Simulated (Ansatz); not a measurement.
**The 3-layer 2H-MoS2 (2H stacking) between two gates**

Aim: screening and gap of the neutral 3-layer 2H-MoS2 (2H stacking) between oppositely charged gates.

Main program and level: Ansatz 0.2.0; plane-wave DFT, PBE-D3(BJ), Ansatz PAW (set soft_1); PAW set soft_1, in the first sound run; inputs show where later runs differ.

## Step 1: Set-up

The cell holds 9 atoms: 6 S and 3 Mo. Its edges and angles: a = 3.180 Å, b = 3.180 Å, c = 62.588 Å, α = 90.0°, β = 90.0°, γ = 120.0°. Regions: layer 1: 2H-MoS2, 3 atoms (2 S and 1 Mo); layer 2: 2H-MoS2, 3 atoms (2 S and 1 Mo); layer 3: 2H-MoS2, 3 atoms (2 S and 1 Mo). Vacuum lies along c.

## Step 2: Relaxation

The starting cell is a guess, so the in-plane lattice and the atoms are relaxed first, with the slab cut off from its images along the normal.

File input.yaml:

```yaml
crystal:
  lattice:
    - [3.18, 0.0, 0.0]
    - [-1.59, 2.753960784, 0.0]
    - [0.0, 0.0, 62.587793216]
  atoms:
    - { symbol: S, position: [0.3333333333, 0.6666666667, 0.3738748212] }
    - { symbol: Mo, position: [0.0, 0.0, 0.399938991] }
    - { symbol: S, position: [0.3333333333, 0.6666666667, 0.4260031608] }
    - { symbol: S, position: [0.0, 0.0, 0.4739358302] }
    - { symbol: Mo, position: [0.3333333333, 0.6666666667, 0.5] }
    - { symbol: S, position: [0.0, 0.0, 0.5260641698] }
    - { symbol: S, position: [0.3333333333, 0.6666666667, 0.5739968392] }
    - { symbol: Mo, position: [0.0, 0.0, 0.600061009] }
    - { symbol: S, position: [0.3333333333, 0.6666666667, 0.6261251788] }
  periodic: [true, true, false]
kpoints:
  mp_grid: { grid: [12, 12, 1] }
hamiltonian:
  xc: pbe
  dispersion: d3bj
  pseudopotentials: { kind: paw, azcp: { folder: soft_1 } }
scf:
  occupations: { method: fermi_dirac, width: 0.05 }
  convergence: { dr2_threshold: 1.0e-09 }
relax:
  f_tol: 0.004
  max_steps: 90
  cell: {}
output:
  write_potential: true
  write_density: true
  volumetric_format: npy
```

Started as:

```console
> ansatz run input.yaml --threads 4 --pin off --max-ram 8192MiB --backend cpu --events-out ev --progress --plain --runs-dir out
```

Numbers of over 12 decimals in the logs are rounded to 6 here.

The program printed:

```text
Warning: relax.cell: scf.convergence.dr2_threshold = 1e-9 eV is looser than the 1.35336253919e-10 eV advised for a relaxation that steers and ends on the stress (1e-10 eV for each atom of the cell: 9, times the square of relax.cell.stress_2d_tol = 0.05 N/m over 25.8 Å (the atoms' height at the walk's start and 5 Å past either face), 1.939e-2 GPa, over a crystal's default 0.05). What an SCF threshold leaves in a stress goes as its square root, and in the free energy as the threshold itself, and one threshold admits the most on a small cell: [figures from the program's tests cut] Set scf.convergence.dr2_threshold to 1.35336253919e-10 eV or tighter. [rest of the remark cut]
Engine: ansatz 0.2.0, aarch64-unknown-linux-gnu
Pseudopotentials: kind: paw
Pseudopotential: S, paw, valence charge 6, recommended cutoff 420 eV (normal), soft_1/S.paw.azcp
Pseudopotential: Mo, paw, valence charge 14, recommended cutoff 420 eV (normal), soft_1/Mo.paw.azcp
Functional definition: PBE
  parameter kappa = 0.804
  parameter beta = 0.066725
  exchange = pbe_x(kappa = kappa, mu = beta*pi^2/3)
  correlation = pbe_c(beta = beta)
Crystal: 9 atoms, lattice volume = 548.119 Å³
Basis set: ecut = 420 eV, 10757 PW (Γ), exchange–correlation on 48×48×864 points (8 copies of the dense FFT grid, shifted against one another)
Bands: 48, of which v1, the nominal top of the filled ones, is band 39 counted from 1 (38 counted from 0)
Symmetry: 12 space group operations
Space group: P-6m2 (ITA 187), of the structure as read, at distance tolerance 8.2e-5 Å
k-points: 19 of 144 (time reversal used)
Non-local potential: S, projectors of the file, l = 0: 2, l = 1: 2, l = 2: 1
Non-local potential: Mo, projectors of the file, l = 0: 3, l = 1: 2, l = 2: 2, l = 3: 1
PAW form: soft (Blöchl's): semilocal exchange-correlation on the pseudo side does not see the compensation charge
PAW one-centre angular grid: S, 110 points (default); XC on 64 Gauss nodes
PAW one-centre angular grid: Mo, 590 points (default); XC on 64 Gauss nodes
Initial density: superposition of atomic densities (neutral atoms: chi_scale 0, normalization atom)
Initial wavefunctions: pseudopotential atomic-orbital guess
Functional: x = pbe(κ = 0.804, μ = 0.219515), c = pbe(β = 0.066725)
SCF iter   1: F=—  HF=-20296.267140 eV  |F-HF|=—  |Δ(HF+E_count)|=         —  Δρ=4.93e-2  dr2=2.21e1  ethr=3.10e-3  ⟨swp⟩=17.8  Hψ=6776  notcnv=0
preconditioner: auto → Resta (q_TF=auto, 1.971 Å⁻¹)  ε∞=2.9  [insulator: Δε(μ)=1.046 eV  Ē_g=8.386 eV  σ=0.050 eV  W_gap=1.00  n_scr=38 (ndim 8)  ℏωp=11.7 eV  f_vac=0.687  D(μ)=0.00/eV (n_scr^D=0)  ε∞_Penn≈2.9  vacuum switching on, ρ_ref=5.1e-3 e/Å³]
SCF iter   2: F=—  HF=-20294.389227 eV  |F-HF|=—  |Δ(HF+E_count)|=    1.88e0  Δρ=3.66e-2  dr2=2.27e1  ethr=3.10e-3  ⟨swp⟩=4.9  Hψ=2981  notcnv=0  defer=35
SCF iter   3: F=—  HF=-20291.838908 eV  |F-HF|=—  |Δ(HF+E_count)|=    2.55e0  Δρ=1.31e-2  dr2=9.28e-1  ethr=3.10e-3  ⟨swp⟩=5.6  Hψ=3034  notcnv=0  defer=20
SCF iter   4: F=—  HF=-20291.638769 eV  |F-HF|=—  |Δ(HF+E_count)|=   2.00e-1  Δρ=3.60e-3  dr2=1.31e-1  ethr=1.19e-3  ⟨swp⟩=3.7  Hψ=2231  notcnv=0  defer=21
SCF iter   5: F=—  HF=-20291.628165 eV  |F-HF|=—  |Δ(HF+E_count)|=   1.06e-2  Δρ=8.93e-4  dr2=6.02e-3  ethr=1.69e-4  ⟨swp⟩=4.0  Hψ=1880  notcnv=0  defer=18
SCF iter   6: F=—  HF=-20291.629914 eV  |F-HF|=—  |Δ(HF+E_count)|=   1.75e-3  Δρ=7.48e-4  dr2=1.77e-2  ethr=7.72e-6  ⟨swp⟩=3.5  Hψ=2155  notcnv=0  defer=18
SCF iter   7: F=—  HF=-20291.628356 eV  |F-HF|=—  |Δ(HF+E_count)|=   1.56e-3  Δρ=2.36e-4  dr2=5.70e-4  ethr=7.72e-6  ⟨swp⟩=2.6  Hψ=1408  notcnv=0  defer=20
SCF iter   8: F=—  HF=-20291.628355 eV  |F-HF|=—  |Δ(HF+E_count)|=   8.26e-7  Δρ=1.50e-4  dr2=4.71e-4  ethr=7.30e-7  ⟨swp⟩=3.0  Hψ=2004  notcnv=0  defer=20
SCF iter   9: F=—  HF=-20291.628302 eV  |F-HF|=—  |Δ(HF+E_count)|=   5.30e-5  Δρ=4.51e-5  dr2=1.93e-5  ethr=6.04e-7  ⟨swp⟩=2.8  Hψ=1459  notcnv=0  defer=20
SCF iter  10: F=—  HF=-20291.628332 eV  |F-HF|=—  |Δ(HF+E_count)|=   3.04e-5  Δρ=1.11e-5  dr2=9.24e-7  ethr=2.48e-8  ⟨swp⟩=3.5  Hψ=2129  notcnv=0  defer=20
SCF iter  11: F=—  HF=-20291.628332 eV  |F-HF|=—  |Δ(HF+E_count)|=   9.48e-7  Δρ=3.29e-6  dr2=4.54e-8  ethr=1.18e-9  ⟨swp⟩=3.4  Hψ=2074  notcnv=0  defer=20
SCF iter  12: F=—  HF=-20291.628332 eV  |F-HF|=—  |Δ(HF+E_count)|=   5.40e-8  Δρ=8.86e-7  dr2=4.93e-9  ethr=5.82e-11  ⟨swp⟩=3.5  Hψ=2078  notcnv=0  defer=20
SCF iter  13: F=-20291.628332 eV  HF=-20291.628332 eV  |F-HF|=5.09e-11  |Δ(HF+E_count)|=   5.01e-9  Δρ=1.82e-7  dr2=2.25e-10  ethr=1.28e-12  ⟨swp⟩=13.5  Hψ=8230  notcnv=0
SCF 1 converged in 13 iterations: F = -20291.628332 eV  dr2 = 2.25e-10
  greatest PAW one-centre occupation: 0.999 electrons in one spin orbital (limit 2), on the Mo atom at site 7 (counted from 0), in its partial waves of l = 0
relax step   1: F+E_penalty+E_count = -20291.62833159 eV  Δ(F+E_penalty+E_count) = +0.000e0 eV  max|allowed force component| = 1.254e0 eV/Å  Δτ_max = 0.0000 Å  P = -11.662 N/m  Ω = 548.119 Å³  fix = [c, alpha, beta]  reactions: c -0.000 N/m  (13 SCF iters, accepted)
Crystal: 9 atoms, lattice volume = 545.446 Å³
Basis set: ecut = 420 eV, 10661 PW (Γ), exchange–correlation on 48×48×864 points (8 copies of the dense FFT grid, shifted against one another)
Initial density: handed on by an earlier stage of this run
Initial wavefunctions: those handed on with the density
iter 1 solved again at ethr=3.14e-4 eV; its pass at ethr=3.10e-3 eV (dr2=2.45e-1 eV) is discarded
SCF iter   1: F=—  HF=-20291.883656 eV  |F-HF|=—  |Δ(HF+E_count)|=         —  Δρ=6.91e-3  dr2=2.77e-1  ethr=3.14e-4  ⟨swp⟩=3.2  Hψ=7110  notcnv=0
eigensolver tolerance schedule calibrated: the retry pair's looser diagonalisation under-reported the residual by θ = 0.11 (0.11/decade); ethr = c·dr2/N_el runs at the constant in force after the calibration composes with the one it found (an armed cap, an earlier calibration), c = 7.7e-2
preconditioner: auto → Resta (q_TF=auto, 1.973 Å⁻¹)  ε∞=3.2  [insulator: Δε(μ)=0.851 eV  Ē_g=7.836 eV  σ=0.050 eV  W_gap=1.00  n_scr=38 (ndim 8)  ℏωp=11.7 eV  f_vac=0.697  D(μ)=0.00/eV (n_scr^D=0)  ε∞_Penn≈3.2  vacuum switching on, ρ_ref=4.5e-3 e/Å³]
SCF iter   2: F=—  HF=-20291.851472 eV  |F-HF|=—  |Δ(HF+E_count)|=   3.22e-2  Δρ=3.78e-3  dr2=1.12e-1  ethr=2.72e-4  ⟨swp⟩=4.9  Hψ=2033  notcnv=0  defer=6
SCF iter   3: F=—  HF=-20291.838640 eV  |F-HF|=—  |Δ(HF+E_count)|=   1.28e-2  Δρ=2.31e-3  dr2=3.27e-2  ethr=1.10e-4  ⟨swp⟩=3.9  Hψ=2027  notcnv=0  defer=14
SCF iter   4: F=—  HF=-20291.835577 eV  |F-HF|=—  |Δ(HF+E_count)|=   3.06e-3  Δρ=9.15e-4  dr2=5.77e-3  ethr=3.22e-5  ⟨swp⟩=2.7  Hψ=1634  notcnv=0  defer=12
[...]
SCF iter   8: F=—  HF=-20291.947395 eV  |F-HF|=—  |Δ(HF+E_count)|=   3.95e-6  Δρ=3.22e-5  dr2=1.19e-5  ethr=2.54e-8  ⟨swp⟩=2.7  Hψ=1556  notcnv=0  defer=26
SCF iter   9: F=—  HF=-20291.947393 eV  |F-HF|=—  |Δ(HF+E_count)|=   2.31e-6  Δρ=1.16e-5  dr2=9.84e-7  ethr=1.52e-8  ⟨swp⟩=3.0  Hψ=1557  notcnv=0  defer=26
SCF iter  10: F=—  HF=-20291.947405 eV  |F-HF|=—  |Δ(HF+E_count)|=   1.26e-5  Δρ=3.02e-6  dr2=6.68e-8  ethr=1.26e-9  ⟨swp⟩=3.2  Hψ=2053  notcnv=0  defer=26
SCF iter  11: F=—  HF=-20291.947405 eV  |F-HF|=—  |Δ(HF+E_count)|=   1.43e-8  Δρ=5.80e-7  dr2=4.46e-9  ethr=8.56e-11  ⟨swp⟩=3.4  Hψ=2088  notcnv=0  defer=26
SCF iter  12: F=-20291.947405 eV  HF=-20291.947405 eV  |F-HF|=1.71e-10  |Δ(HF+E_count)|=   3.09e-9  Δρ=2.18e-7  dr2=6.20e-10  ethr=1.28e-12  ⟨swp⟩=13.3  Hψ=8098  notcnv=0
SCF 3 converged in 12 iterations: F = -20291.947405 eV  dr2 = 6.20e-10
relax step   3: F+E_penalty+E_count = -20291.94740530 eV  Δ(F+E_penalty+E_count) = -1.123e-1 eV  max|allowed force component| = 1.125e-1 eV/Å  Δτ_max = 0.1934 Å  P = +0.770 N/m  Ω = 535.600 Å³  energy of the carried Pulay correction = +6.168e-4 eV  fix = [c, alpha, beta]  reactions: c +0.000 N/m  (12 SCF iters, accepted)
[...]
relax step   4: F+E_penalty+E_count = -20291.95013298 eV  Δ(F+E_penalty+E_count) = -2.728e-3 eV  max|allowed force component| = 7.271e-3 eV/Å  Δτ_max = 0.0390 Å  P = -0.123 N/m  Ω = 538.284 Å³  energy of the carried Pulay correction = +4.834e-4 eV  fix = [c, alpha, beta]  reactions: c -0.000 N/m  (10 SCF iters, accepted)
[...]
relax step   5: F+E_penalty+E_count = -20291.95029226 eV  Δ(F+E_penalty+E_count) = -1.593e-4 eV  max|allowed force component| = 3.694e-3 eV/Å  Δτ_max = 0.0152 Å  P = -0.000 N/m  Ω = 538.178 Å³  energy of the carried Pulay correction = +4.886e-4 eV  fix = [c, alpha, beta]  reactions: c -0.000 N/m  (10 SCF iters, accepted)
Initial wavefunctions: pseudopotential atomic-orbital guess (no wavefunctions were taken with the density)
iter 1 solved again at ethr=4.20e-7 eV; its pass at ethr=3.10e-3 eV (dr2=3.28e-4 eV) is discarded
SCF iter   1: F=—  HF=-20291.949707 eV  |F-HF|=—  |Δ(HF+E_count)|=         —  Δρ=1.43e-5  dr2=2.32e-7  ethr=4.20e-7  ⟨swp⟩=6.5  Hψ=11496  notcnv=0
eigensolver tolerance schedule: the retry pair's looser diagonalisation over-reported the residual by 1413.66 of it (diagonalisation noise at 0.24 of the residual, at the tolerance the schedule requests for it); recorded, not acted on — ethr = c·dr2/N_el stays at c = 1.0e-1
SCF iter   2: F=—  HF=-20291.949764 eV  |F-HF|=—  |Δ(HF+E_count)|=   5.71e-5  Δρ=6.67e-6  dr2=6.90e-8  ethr=2.97e-10  ⟨swp⟩=5.3  Hψ=3391  notcnv=0
SCF iter   3: F=—  HF=-20291.949764 eV  |F-HF|=—  |Δ(HF+E_count)|=   4.48e-8  Δρ=3.21e-6  dr2=1.98e-8  ethr=8.85e-11  ⟨swp⟩=3.6  Hψ=1959  notcnv=0
SCF iter   4: F=—  HF=-20291.949764 eV  |F-HF|=—  |Δ(HF+E_count)|=   1.55e-8  Δρ=1.47e-6  dr2=2.00e-8  ethr=2.53e-11  ⟨swp⟩=3.3  Hψ=2014  notcnv=0
SCF iter   5: F=-20291.949764 eV  HF=-20291.949764 eV  |F-HF|=1.86e-10  |Δ(HF+E_count)|=   1.66e-9  Δρ=2.97e-7  dr2=3.81e-10  ethr=1.28e-12  ⟨swp⟩=15.9  Hψ=9374  notcnv=0
SCF 6 converged in 5 iterations: F = -20291.949764 eV  dr2 = 3.81e-10
relax step   6: F+E_penalty+E_count = -20291.94976397 eV  Δ(F+E_penalty+E_count) = +5.283e-4 eV  max|allowed force component| = 3.789e-3 eV/Å  Δτ_max = 0.0000 Å  P = +0.004 N/m  Ω = 538.178 Å³  fix = [c, alpha, beta]  reactions: c +0.000 N/m  stress off target by 3.50e-3 N/m on what of the cell is left free  SCF on the basis re-selected at this cell (its energy is not comparable with the rows above)  (5 SCF iters)
basis re-selected at this cell: Δ(F+E_penalty+E_count) = +5.283e-4 eV, ΔP = +0.004 N/m vs the last step (what re-selecting the basis moved, of the pressure what is left beyond the Pulay correction that the steps carried, after the strain that the cell walked since its last selection, with what the two solves' SCF thresholds leave and, on support functions, any second-order correction that the steps lacked; it is no m [...]
WARN: The output density's exchange-correlation potential varies sharply where the density is thin. Do not read a vacuum level from v_tot or v_xc, or from such a field of the output density. On a cell that repeats whose density bears no net charge and no dipole along the vacuum's axis use v_es (v_loc + v_h of the components); under efield.dipole_correction with no amplitude use v_es + v_field, which holds any externa [...]
SCF converged after 5 iterations
Free energy (F): -20291.949764 eV
Harris-Foulkes:  -20291.949764 eV  (|F-HF|=1.86e-10)
Internal energy: -20291.949762 eV  (E = F + TS)
E sigma→0 (E₀):  -20291.949763 eV
Entropy (-TS):   -0.000002 eV (-0.000 meV/atom)
Fermi energy:    -4.846893 eV
--- Per-component energies (eV) ---
  E_band       = -1729.105644
  E_kinetic    = 1905.161056
  E_local      = -631909.254817  (includes V_loc(G=0)·N_el)
  E_nonlocal   = 650.721426
  E_hartree    = 314659.233914
  E_xc         = -1064.308016
  E_vxc        = -1158.522486  (∫ρ·V_xc dr)
  E_paw        = -13285.922991  (= ΣΔE_a)
  E_vpaw       = -535.681763  (= ΣTr[D̂ρ^β])
  E_aug_tail   = 0.000133  (compensation charges beyond the density's cutoff)
  E_ewald      = 308755.979733
  E_disp       = -3.560199  (pairwise vdW)
  E_smearing   = -0.000002  (= −TS)
  E_closure    = -0.000000  (closes the sum)
  Σ components = -20291.949764   (vs F -20291.949764, Δ=0.00e0)
--- Forces (eV/Å), atoms counted from 1 ---
  atom   1  S      0.00000000     0.00000000    -0.00135435
  atom   2  Mo    -0.00000000     0.00000000    -0.00133314
  atom   3  S     -0.00000000     0.00000000     0.00378893
  atom   4  S      0.00000000     0.00000000    -0.00337833
  atom   5  Mo     0.00000000    -0.00000000     0.00000000
  atom   6  S      0.00000000     0.00000000     0.00337833
  atom   7  S     -0.00000000     0.00000000    -0.00378893
  atom   8  Mo    -0.00000000     0.00000000     0.00133314
  atom   9  S     -0.00000000     0.00000000     0.00135435
  max |Σ_I F_I| component: 6.94e-17 eV/Å
--- 2D stress c σ (N/m, compression-positive) ---
        0.003505       0.000000      -0.000000
        0.000000       0.003505      -0.000000
       -0.000000      -0.000000       0.000000
  P = ½ c Tr σ = 0.0035 N/m
--- Band table (eV; the first three rows and the last of 19) ---
  k-point 0: bands = [... 35 lower, -6.9562, -6.2677, -5.6329, -5.3027, -3.1154, -3.1154, -3.0952, -3.0952, ... 5 higher]
  k-point 1: bands = [... 35 lower, -6.7047, -6.2702, -5.7282, -5.4926, -3.2241, -3.2130, -3.2016, -3.1275, ... 5 higher]
  k-point 2: bands = [... 35 lower, -6.6845, -6.3789, -6.1185, -6.0473, -3.7000, -3.5629, -3.3859, -3.3566, ... 5 higher]
  k-point 18: bands = [... 35 lower, -8.0089, -6.0097, -5.9350, -5.8676, -4.1469, -4.1366, -4.1356, -3.3404, ... 5 higher]
  the weakly bound empty levels are not read free of the cell's end (no_gap_told)
--- Relaxed structure (5 steps of the walk, 5 accepted, 1 SCFs on fresh bases) ---
  F+E_penalty+E_count = -20291.94976397 eV   max|allowed force component| = 3.789e-3 eV/Å   (the final SCF, on the basis selected at the relaxed cell)
  cell:  # Å, volume = 538.1781 Å³
    - [3.151032, -1.6080201842228649e-18, 0]
    - [-1.575516, 2.728874, 0]
    - [0, 0, 62.587793216]
  atoms:
    - { symbol: S, position: [0.333333, 0.666667, 0.378205] }
    - { symbol: Mo, position: [-1.2074398352055971e-18, -2.1701890401338494e-17, 0.403254] }
    - { symbol: S, position: [0.333333, 0.666667, 0.428276] }
    - { symbol: S, position: [-3.8390622384349434e-19, -2.170189040133853e-17, 0.474990] }
    - { symbol: Mo, position: [0.333333, 0.666667, 0.5] }
    - { symbol: S, position: [3.8390622384480397e-19, -2.170189040133853e-17, 0.525010] }
    - { symbol: S, position: [0.333333, 0.666667, 0.571724] }
    - { symbol: Mo, position: [1.2074398352047651e-18, -2.1701890401338485e-17, 0.596746] }
    - { symbol: S, position: [0.333333, 0.666667, 0.621795] }
```

The job ended after 2.8 min (4 threads of Arm Neoverse N1, shared host; peak memory 1.2 GiB).

Relaxation path:

```csv
step,energy less that of the first step (eV),largest force component (eV/Å),volume (Å³)
1,0.0000,1.2535,548.12
2,-0.2068,0.8229,545.45
3,-0.3191,0.1125,535.60
4,-0.3218,0.0073,538.28
5,-0.3220,0.0037,538.18
6*,-0.3214,0.0038,538.18
```

Relaxation steps marked * repeat the geometry before them on a plane-wave basis chosen anew for their cell, so energy and pressure can jump there.

The run keeps the 12 symmetry operations that it works with, so distortions that break them were not tested.

```csv
cell as run,before,after,change
a (Å),3.180,3.151,-0.9 %
b (Å),3.180,3.151,-0.9 %
```

The atoms that moved most (Å, along periodic axes as changes of fractional coordinates times the final cell, across vacuum about the mean position):

```csv
atom,dx,dy,dz,length
S1,0.000,0.000,0.271,0.271
S9,0.000,0.000,-0.271,0.271
Mo2,0.000,0.000,0.208,0.208
Mo8,0.000,0.000,-0.208,0.208
S7,0.000,0.000,-0.142,0.142
S3,0.000,0.000,0.142,0.142
S4,0.000,0.000,0.066,0.066
S6,0.000,0.000,-0.066,0.066
```

Final coordinates:

```cif
data_structure
_symmetry_space_group_name_H-M 'P 1'
_symmetry_Int_Tables_number 1
_cell_length_a 3.1510
_cell_length_b 3.1510
_cell_length_c 62.5878
_cell_angle_alpha 90.000
_cell_angle_beta 90.000
_cell_angle_gamma 120.000
_cell_volume 538.18
loop_
_atom_site_label
_atom_site_type_symbol
_atom_site_fract_x
_atom_site_fract_y
_atom_site_fract_z
_atom_site_occupancy
S1 S 0.33333 0.66667 0.37821 1
Mo2 Mo 0.00000 0.00000 0.40325 1
S3 S 0.33333 0.66667 0.42828 1
S4 S 0.00000 0.00000 0.47499 1
Mo5 Mo 0.33333 0.66667 0.50000 1
S6 S 0.00000 0.00000 0.52501 1
S7 S 0.33333 0.66667 0.57172 1
Mo8 Mo 0.00000 0.00000 0.59675 1
S9 S 0.33333 0.66667 0.62179 1
```

The lattice constant a goes from 3.180 to 3.151 Å.

(Continued in part 2 of 3.)

[Logs are printed without paths, hosts, clocks, repeated set-up lines and the standing remarks that a program may print on its own settings, such as how far it seeks lower states.]

[Hosts, paths, dates, database ids (printed as entryN), source tags and the programs' standing remarks are cut or masked in the printed files.]

[Maps of the electrostatic potential energy from Ansatz leave out the sawtooth potential of an applied field or a dipole correction, so their vacuum need not be flat; planar profiles and work functions include it.]
